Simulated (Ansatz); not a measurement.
# CrCuO2: the cost of one run

Method: DFT PBEsol+U (U_eff = 4 eV on Cr d, Cu d), plane waves, PAW, in Ansatz 0.2.0.

2 further runs of the same task are left out: 2 that didn't finish.

### 1 Starting point

Symmetry: R-3m, No. 166, trigonal system. Conventional cell: a = 2.973 Å, b = 2.973 Å, c = 17.100 Å, α = 90.00°, β = 90.00°, γ = 120.00°. Cr (site symmetry -3m) has 6 O at 1.99 Å as nearest neighbours. Cu (site symmetry -3m) is surrounded by 2 O at 1.85 Å. O (site symmetry 3m) has 1 Cu at 1.85 Å and 3 Cr at 1.99 Å as nearest neighbours.

Structure file:

```
CELL_PARAMETERS angstrom
1.48670 -0.85835 11.40000
-1.48670 -0.85835 11.40000
0.00000 -3.43339 11.40000
ATOMIC_POSITIONS crystal
Cr 0.50000 0.50000 0.75000
Cu 0.00000 0.00000 0.00000
O 0.10792 0.10792 0.94604
O 0.89208 0.89208 0.55396
Cr 0.50000 0.50000 0.25000
Cu 0.00000 0.00000 0.50000
O 0.10792 0.10792 0.44604
O 0.89208 0.89208 0.05396
```

An earlier series on this cell reached its lowest free state from «antiferromagnetic site moments held at first, then free», perhaps among other starts.

### 2 Ferrimagnetic site moments held at first, then free

Input file input.yaml:

```yaml
crystal:
  lattice:
    - [1.48670051, -0.85834694, 11.40000382]
    - [-1.48670051, -0.85834694, 11.40000382]
    - [0.0, -3.43338776, 11.40000382]
  atoms:
    - { symbol: Cr, position: [0.5, 0.5, 0.75], spin: 2.49 }
    - { symbol: Cu, position: [0.0, 0.0, 0.0], spin: -0.4 }
    - { symbol: O, position: [0.10792, 0.10792, 0.94604] }
    - { symbol: O, position: [0.89208, 0.89208, 0.55396] }
    - { symbol: Cr, position: [0.5, 0.5, 0.25], spin: 2.49 }
    - { symbol: Cu, position: [0.0, 0.0, 0.5], spin: -0.4 }
    - { symbol: O, position: [0.10792, 0.10792, 0.44604] }
    - { symbol: O, position: [0.89208, 0.89208, 0.05396] }
basis:
  ecutwfc: 420
  ecutrho_ratio: 4
kpoints:
  mp_grid: { grid: [7, 7, 7] }
hamiltonian:
  xc: pbesol
  hubbard:
    sites:
      - { site: 0, l: d, u_eff: 4.0 }
      - { site: 1, l: d, u_eff: 4.0 }
      - { site: 4, l: d, u_eff: 4.0 }
      - { site: 5, l: d, u_eff: 4.0 }
scf:
  occupations: { method: gaussian, width: 0.05 }
  lower_state_search: "off"
  max_iter: 150
output:
  forces: true
  stress: true
  eigenvalues: true
  populations: true
  hubbard:
    sites:
      - { site: 0, l: d }
      - { site: 1, l: d }
      - { site: 4, l: d }
      - { site: 5, l: d }
magnetization:
  spin_polarized: true
  spin_locking: { lock_spins: true, n_iters: 12 }
```

The lock is temporary (n_iters 12) and is released on the way.

Started as:

```
> ansatz run input.yaml --threads 4 --pin off --max-ram 6144MiB --backend cpu --events-out ev --progress --plain --runs-dir out
```

**Question.** How long does this run take on 4 threads of Arm Neoverse V1, shared host, and how much memory does it need?

About 22 s, with a peak of 0.77 GiB.
